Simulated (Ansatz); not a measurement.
# CoO (F-43m) in Ansatz: further runs

One crystal, CoO, is run at these levels: PBE; tasks: single point.

All numbers are computed with Ansatz 0.2.0; they aren't measurements. Logs are shortened: lines on timing, memory, paths and dates and some standing lists are left out, and cuts for length are marked.

## 1. The crystal as given

The structure is cubic, space group F-43m (No. 216). The conventional cell has a = 4.687 Å, b = 4.687 Å, c = 4.687 Å, α = 90.00°, β = 90.00°, γ = 90.00°. Co (site symmetry -43m) has 4 O at 2.03 Å as nearest neighbours. Around O (site symmetry -43m) lie 4 Co at 2.03 Å.

Measurements of this composition are mostly on another form, of space group No. 225.

## 2. Single point, PBE, collinear spin, ferromagnetic start

Input file input.yaml:

```yaml
crystal:
  lattice:
    - [0.0, 2.34364184, 2.34364184]
    - [2.34364184, 0.0, 2.34364184]
    - [2.34364184, 2.34364184, 0.0]
  atoms:
    - { symbol: Co, position: [0.0, 0.0, 0.0], spin: 2.0 }
    - { symbol: O, position: [0.25, 0.25, 0.25] }
hamiltonian:
  xc: pbe
  pseudopotentials: { kind: paw }
magnetization:
  spin_polarized: true
kpoints:
  mp_grid: { grid: [10, 10, 10] }
scf:
  occupations: { method: gaussian, width: 0.019 }
output:
  forces: true
  stress: true
  eigenvalues: true
```

Potentials or basis: Ansatz PAW.

Command:

```
$ ansatz run input.yaml --threads 2 --pin off --max-ram 5632MiB --backend cpu --events-out ev --progress --plain --runs-dir out
```

Standard output:

```text
Warning: RAYON_NUM_THREADS=2 ignored (pool sized by the plan → 2); use --threads N
Engine: ansatz 0.2.0, x86_64-unknown-linux-gnu
Pseudopotentials: kind: paw
Pseudopotential: Co, paw, valence charge 17, recommended cutoff 420 eV (normal), Co.paw.azcp
Pseudopotential: O, paw, valence charge 6, recommended cutoff 420 eV (normal), O.paw.azcp
Functional definition: PBE
  parameter kappa = 0.804
  parameter beta = 0.06672455060314922
  exchange = pbe_x(kappa = kappa, mu = beta*pi^2/3)
  correlation = pbe_c(beta = beta)
Crystal: 2 atoms, lattice volume = 25.746 Å³
Basis set: ecut = 420 eV, 531 PW (Γ), exchange–correlation on 48×48×48 points (8 copies of the dense FFT grid, shifted against one another)
Bands: 17, of which v1, the nominal top of the filled ones, is band 12 counted from 1 (11 counted from 0)
Symmetry: 24 space group operations
Space group: F-43m (ITA 216), of the structure as read, at distance tolerance 3.0e-5 Å
Magnetic group: BNS 216.74 (UNI 1576), of the structure as read, at distance tolerance 3.0e-5 Å
k-points: 47 of 1000 (time reversal used)
Non-local potential: Co, projectors of the file, l = 0: 3, l = 1: 2, l = 2: 3, l = 3: 1
Non-local potential: O, projectors of the file, l = 0: 2, l = 1: 2, l = 2: 1
PAW form: soft (Blöchl's): semilocal exchange-correlation on the pseudo side does not see the compensation charge
PAW one-centre angular grid: Co, 590 points (default); XC on 64 Gauss nodes
PAW one-centre angular grid: O, 110 points (default); XC on 64 Gauss nodes
Initial density: superposition of atomic densities (chi_scale 0.1, normalization cell, long waves kept (reshape's long-wave potential 0.00 eV rms))
Starting moments: Σ|m| = 2 μB on 1 of 2 sites
Initial wavefunctions: pseudopotential atomic-orbital guess
Functional: x = pbe(κ = 0.804, μ = 0.2195149727645171), c = pbe(β = 0.06672455060314922)
SCF iter   1: F=—  HF=-5691.617379 eV  |F-HF|=—  |Δ(HF+E_count)|=         —  Δρ=1.13e-1 (↑1.13e-1 ↓8.18e-2)  dr2=6.52e0  dr2_m=3.30e-1  M=2.346 μB ∫|m|=2.346 μB  β_m=0.30  ethr=3.10e-3  ⟨swp⟩=5.0  Hψ=7280  notcnv=0
Mixer restart at iter 1: flushing history
preconditioner: auto → none  [metal: Δε(μ)=0.019 eV  Ē_g=11.915 eV  σ=0.019 eV  W_gap=0.48  n_scr=8 (ndim 8)  ℏωp=28.3 eV  f_vac=0.000  D(μ)=2.78/eV (n_scr^D=26)  sad-step TF]
SCF iter   2: F=—  HF=-5692.173772 eV  |F-HF|=—  |Δ(HF+E_count)|=   5.56e-1  Δρ=8.68e-2 (↑8.68e-2 ↓6.68e-2)  dr2=6.55e-1  dr2_m=1.24e0  M=2.936 μB ∫|m|=2.936 μB  β_m=0.39  ethr=3.10e-3  ⟨swp⟩=2.9  Hψ=4059  notcnv=0  defer=121
SCF iter   3: F=—  HF=-5692.291774 eV  |F-HF|=—  |Δ(HF+E_count)|=   1.18e-1  Δρ=6.51e-2 (↑4.17e-2 ↓6.51e-2)  dr2=1.38e-1  dr2_m=6.09e-1  M=3.002 μB ∫|m|=3.003 μB  β_m=0.63  ethr=2.85e-3  ⟨swp⟩=2.2  Hψ=2812  notcnv=0  defer=107
SCF iter   4: F=—  HF=-5692.259695 eV  |F-HF|=—  |Δ(HF+E_count)|=         —  Δρ=2.54e-2 (↑2.54e-2 ↓1.69e-2)  dr2=4.07e-2  dr2_m=9.56e-2  M=2.999 μB ∫|m|=3.001 μB  β_m=0.63  ethr=6.01e-4  ⟨swp⟩=2.5  Hψ=3523  notcnv=0  defer=112
Mixer restart at iter 4: flushing history
SCF iter   5: F=—  HF=-5692.306303 eV  |F-HF|=—  |Δ(HF+E_count)|=   4.66e-2  Δρ=1.31e-2 (↑2.92e-3 ↓1.31e-2)  dr2=1.38e-2  dr2_m=1.34e-2  M=2.997 μB ∫|m|=3.000 μB  β_m=0.71  ethr=1.77e-4  ⟨swp⟩=2.5  Hψ=3142  notcnv=0  defer=109
SCF iter   6: F=—  HF=-5692.316035 eV  |F-HF|=—  |Δ(HF+E_count)|=   9.73e-3  Δρ=9.35e-3 (↑9.35e-3 ↓7.48e-3)  dr2=3.54e-2  dr2_m=2.21e-3  M=2.993 μB ∫|m|=2.995 μB  β_m=0.60  ethr=6.00e-5  ⟨swp⟩=3.0  Hψ=3438  notcnv=0  defer=109
SCF iter   7: F=—  HF=-5692.308864 eV  |F-HF|=—  |Δ(HF+E_count)|=   7.17e-3  Δρ=2.87e-3 (↑1.91e-3 ↓2.87e-3)  dr2=3.15e-3  dr2_m=2.99e-4  M=2.997 μB ∫|m|=3.000 μB  β_m=0.53  ethr=6.00e-5  ⟨swp⟩=2.8  Hψ=3915  notcnv=0  defer=115
SCF iter   8: F=—  HF=-5692.309260 eV  |F-HF|=—  |Δ(HF+E_count)|=   3.96e-4  Δρ=1.52e-3 (↑2.59e-4 ↓1.52e-3)  dr2=1.76e-4  dr2_m=1.59e-4  M=2.995 μB ∫|m|=2.998 μB  β_m=0.77  ethr=1.37e-5  ⟨swp⟩=2.2  Hψ=2701  notcnv=0  defer=115
SCF iter   9: F=—  HF=-5692.309507 eV  |F-HF|=—  |Δ(HF+E_count)|=   2.47e-4  Δρ=2.98e-4 (↑2.52e-4 ↓2.98e-4)  dr2=3.42e-6  dr2_m=1.41e-5  M=2.993 μB ∫|m|=2.996 μB  β_m=0.88  ethr=7.64e-7  ⟨swp⟩=2.4  Hψ=2689  notcnv=0  defer=115
SCF iter  10: F=—  HF=-5692.309652 eV  |F-HF|=—  |Δ(HF+E_count)|=   1.45e-4  Δρ=4.79e-5 (↑2.25e-5 ↓4.79e-5)  dr2=2.12e-7  dr2_m=2.31e-7  M=2.993 μB ∫|m|=2.995 μB  β_m=0.94  ethr=1.49e-8  ⟨swp⟩=2.0  Hψ=2678  notcnv=0  defer=115
SCF iter  11: F=—  HF=-5692.309652 eV  |F-HF|=—  |Δ(HF+E_count)|=   3.05e-7  Δρ=6.82e-6 (↑1.70e-6 ↓6.82e-6)  dr2=1.26e-8  dr2_m=1.96e-9  M=2.993 μB ∫|m|=2.995 μB  β_m=0.97  ethr=9.21e-10  ⟨swp⟩=2.5  Hψ=2481  notcnv=0  defer=115
SCF iter  12: F=-5692.309652 eV  HF=-5692.309652 eV  |F-HF|=5.24e-10  |Δ(HF+E_count)|=   2.28e-9  Δρ=1.13e-6 (↑1.13e-6 ↓9.97e-7)  dr2=5.03e-10  dr2_m=2.98e-11  M=2.993 μB ∫|m|=2.995 μB  ethr=5.47e-11  ⟨swp⟩=5.0  Hψ=6105  notcnv=0
SCF 1 converged in 12 iterations: F = -5692.309652 eV  dr2 = 5.03e-10
SCF converged after 12 iterations
Magnetization: 2.9925 μB (12.9963 up, 10.0037 down)
Absolute magnetization: 2.9950 μB (∫|ρ↑−ρ↓|, with the PAW one-centre terms)
Spin contamination: 0.0088 ħ² per cell (⟨S²⟩ above its minimum at these occupations)
Per-site moments (μB) at R_I (Å): [(2.4190049323596274, 0.8372320154599933), (0.3396981343805972, 0.8372320154599933)]
Free energy (F): -5692.309652 eV
Harris-Foulkes:  -5692.309652 eV  (|F-HF|=5.24e-10)
Internal energy: -5692.309548 eV  (E = F + TS)
E sigma→0 (E₀):  -5692.309600 eV
Entropy (-TS):   -0.000104 eV (-0.052 meV/atom)
Fermi energy:    9.116203 eV
--- Per-component energies (eV) ---
  E_band       = -405.324822
  E_kinetic    = 614.813786
  E_local      = -4039.181909  (includes V_loc(G=0)·N_el)
  E_nonlocal   = 512.633944
  E_hartree    = 1663.151993
  E_xc         = -227.439798
  E_vxc        = -292.107453  (∫ρ·V_xc dr)
  E_paw        = -1676.190336  (= ΣΔE_a)
  E_vpaw       = -527.787829  (= ΣTr[D̂ρ^β])
  E_aug_tail   = 0.002429  (compensation charges beyond the density's cutoff)
  E_ewald      = -2540.099658
  E_smearing   = -0.000104  (= −TS)
  E_closure    = 0.000000  (closes the sum)
  Σ components = -5692.309652   (vs F -5692.309652, Δ=0.00e0)
--- Forces (eV/Å), atoms counted from 1 ---
  atom   1  Co     0.00000000    -0.00000000     0.00000000
  atom   2  O     -0.00000000     0.00000000    -0.00000000
  max |Σ_I F_I| component: 7.40e-17 eV/Å
--- Stress (GPa, compression-positive) ---
      -12.222178       0.000000      -0.000000
        0.000000     -12.222178       0.000000
       -0.000000       0.000000     -12.222178
  P = ⅓ Tr σ = -12.2222 GPa (-122.222 kbar)
--- Band table (eV; the first three rows and the last of 94) ---
  k-point 0 ↑: bands = ["-87.4074", "-50.6787", "-50.6787", "-50.6787", "-9.9953", "3.6621", "3.6621", "3.6621", "7.0032", "7.0032", "9.0956", "9.1489", "9.1489", "9.1489", "22.3793", "22.3793", "22.3793"]
  k-point 1 ↑: bands = ["-87.4073", "-50.6798", "-50.6789", "-50.6789", "-9.9495", "3.5389", "3.6969", "3.6969", "6.9828", "6.9828", "8.6337", "9.0986", "9.0986", "9.7948", "21.4675", "22.4428", "22.4428"]
  k-point 2 ↑: bands = ["-87.4070", "-50.6827", "-50.6794", "-50.6794", "-9.8283", "3.2871", "3.7866", "3.7866", "6.9449", "6.9449", "8.0550", "8.9550", "8.9550", "10.8320", "19.7048", "22.4814", "22.4814"]
  k-point 46 ↓: bands = ["-84.3753", "-47.7257", "-47.7224", "-47.7199", "-8.7465", "4.0358", "4.6901", "5.2771", "8.7556", "8.9753", "9.1230", "10.1696", "10.4766", "16.4365", "18.8734", "19.4075", "20.4182"]
```

It took 5.7 s on 2 threads of Intel Xeon at 2.70GHz, shared host; peak memory 0.35 GiB.

Results:

- Free energy: -5692.3097 eV
- Pressure: -12.2 GPa
- Band gap on the k mesh: none (metal or under the smearing width)
- Net moment: 2.99 μB per cell
- Absolute moment: 3.00 μB per cell
- Site moments: Co +2.42; O +0.34 μB

Caveat: the pressure holds a Pulay correction of +0.6 GPa for the finite cutoff; a cell with one magnetic atom can't hold antiferromagnetic order, which such compounds often take; semilocal functionals often make such compounds metallic where correlation or magnetic order opens a gap, which also shifts bond lengths. With open d or f shells a metallic result of PBE can be an artefact of self-interaction; +U or a hybrid may open a gap.

## 3. Single point, PBE, collinear spin, ferromagnetic start

Edit input.yaml of step 2 so:

```diff
@@ -16,3 +16,3 @@
 scf:
-  occupations: { method: gaussian, width: 0.019 }
+  occupations: { method: gaussian, width: 0.02 }
 output:
```

Potentials or basis: Ansatz PAW.

Command:

```
$ ansatz run input.yaml --threads 2 --pin off --max-ram 5632MiB --backend cpu --events-out ev --progress --plain --runs-dir out
```

Wall time 4.9 s (2 threads of Intel Xeon at 2.70GHz, shared host); peak memory 0.35 GiB.

It converged, with:

| Quantity | Value |
| --- | --- |
| Free energy | -5692.3097 eV |
| Pressure | -12.2 GPa |
| Band gap on the k mesh | none (metal or under the smearing width) |
| Net moment | 2.99 μB per cell |
| Absolute moment | 2.99 μB per cell |
| Site moments | Co +2.42; O +0.34 μB |

Levels at points of the mesh, in eV from the Fermi level:
Spin up:
| k point | band 10 | band 11 | band 12 | band 13 | band 14 | band 15 | band 16 | band 17 |
| --- | --- | --- | --- | --- | --- | --- | --- | --- |
| (0.00, 0.00, 0.00) | -2.11 | -0.02 | 0.03 | 0.03 | 0.03 | 13.26 | 13.26 | 13.26 |
| (0.00, 0.00, -0.50) | -2.11 | -2.11 | -0.67 | -0.67 | 5.18 | 6.54 | 12.79 | 12.79 |
| (0.00, -0.50, -0.50) | -1.86 | -1.81 | -1.81 | -1.52 | 4.88 | 8.83 | 10.61 | 13.19 |
Spin down:
| k point | band 6 | band 7 | band 8 | band 9 | band 10 | band 11 | band 12 | band 13 | band 14 | band 15 |
| --- | --- | --- | --- | --- | --- | --- | --- | --- | --- | --- |
| (0.00, 0.00, 0.00) | -4.12 | -4.12 | -4.12 | -0.34 | -0.34 | 0.55 | 2.53 | 2.53 | 2.53 | 13.79 |
| (0.00, 0.00, -0.50) | -5.59 | -3.96 | -3.96 | -0.13 | -0.13 | 0.50 | 1.77 | 1.77 | 5.73 | 7.36 |
| (0.00, -0.50, -0.50) | -5.62 | -3.77 | -3.77 | -0.31 | -0.04 | 0.10 | 1.13 | 1.13 | 5.89 | 9.76 |

Caveat: the pressure holds a Pulay correction of +0.6 GPa for the finite cutoff; a cell with one magnetic atom can't hold antiferromagnetic order, which such compounds often take; semilocal functionals often make such compounds metallic where correlation or magnetic order opens a gap, which also shifts bond lengths. With open d or f shells a metallic result of PBE can be an artefact of self-interaction; +U or a hybrid may open a gap.

## 4. Single point, PBE, collinear spin, ferromagnetic start

Edit input.yaml of step 3 so:

```diff
@@ -16,3 +16,3 @@
 scf:
-  occupations: { method: gaussian, width: 0.02 }
+  occupations: { method: gaussian, width: 0.021 }
 output:
@@ -21 +21,5 @@
   eigenvalues: true
+  write_density: true
+  write_potential: true
+  elf: true
+  volumetric_format: npy
```

Command:

```
$ ansatz run input.yaml --threads 2 --pin off --max-ram 5632MiB --backend cpu --events-out ev --progress --plain --runs-dir out
```

Run time: 5.2 s. Hardware: 2 threads of Intel Xeon at 2.70GHz, shared host; peak memory 0.36 GiB.

It converged, with:

```yaml
Free_energy: -5692.3097 eV
Pressure: -12.2 GPa
Band_gap_on_the_k_mesh: none (metal or under the smearing width)
Net_moment: 2.99 μB per cell
Absolute_moment: 2.99 μB per cell
Site_moments: Co +2.42; O +0.34 μB
```

Levels at points of the mesh, in eV from the Fermi level:
Spin up:
| k point | band 11 | band 12 | band 13 | band 14 | band 15 | band 16 |
| --- | --- | --- | --- | --- | --- | --- |
| (0.00, 0.00, 0.00) | -0.02 | 0.03 | 0.03 | 0.03 | 13.26 | 13.26 |
| (0.00, 0.00, -0.50) | -2.11 | -0.67 | -0.67 | 5.18 | 6.54 | 12.79 |
| (0.00, -0.50, -0.50) | -1.81 | -1.81 | -1.52 | 4.88 | 8.83 | 10.61 |
Spin down:
```tsv
k point	band 8	band 9	band 10	band 11	band 12	band 13
(0.00, 0.00, 0.00)	-4.12	-0.34	-0.34	0.55	2.53	2.53
(0.00, 0.00, -0.50)	-3.96	-0.13	-0.13	0.50	1.77	1.77
(0.00, -0.50, -0.50)	-3.77	-0.31	-0.04	0.10	1.13	1.13
```

Caveat: the pressure holds a Pulay correction of +0.6 GPa for the finite cutoff; a cell with one magnetic atom can't hold antiferromagnetic order, which such compounds often take; semilocal functionals often make such compounds metallic where correlation or magnetic order opens a gap, which also shifts bond lengths. With open d or f shells a metallic result of PBE can be an artefact of self-interaction; +U or a hybrid may open a gap.

## 5. Summary

```tsv
smearing	gap on the mesh (eV)	pressure (GPa)	moment (μB)
gaussian 0.019 eV	none	-12.2	2.99
gaussian 0.02 eV	none	-12.2	2.99
gaussian 0.021 eV	none	-12.2	2.99
```

Alike in all rows: task single point; level PBE; potentials or basis Ansatz PAW; spin collinear, ferromagnetic start; cell as given; k mesh 10 × 10 × 10; cutoff (eV) 420.

Every run on the cell as given and a fine mesh finds a metal.

Caveats: a cell with one magnetic atom can't hold antiferromagnetic order, which such compounds often take; semilocal functionals often make such compounds metallic where correlation or magnetic order opens a gap, which also shifts bond lengths.

Absolute energies hang on the potentials; compare differences alone.
